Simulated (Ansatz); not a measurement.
The system is TePb.

```
Pb Te
1.0
     0.00000    3.23100    3.23100
     3.23100    0.00000    3.23100
     3.23100    3.23100    0.00000
Pb Te
1 1
Direct
  0.00000 0.00000 0.00000
  0.50000 0.50000 0.50000
```

Program: Ansatz 0.2.0. Alike in all runs: potentials or basis all-electron LAPW, scalar-relativistic; no spin polarisation; cell as given; k mesh 7 × 7 × 7; cutoff (eV) 179; basis error allowed 0.001 eV/atom.

Order these runs on this cell by their pressure, lowest first.
A. level BLYP; smearing fermi-dirac 0.05 eV
B. level PBEsol; smearing fermi-dirac 0.05 eV
C. level RPBE; smearing fermi-dirac 0.05 eV
D. level PBE; smearing gaussian 0.012 eV

B (-0.4 GPa), D (2.1 GPa), C (3.7 GPa), A (5.3 GPa).
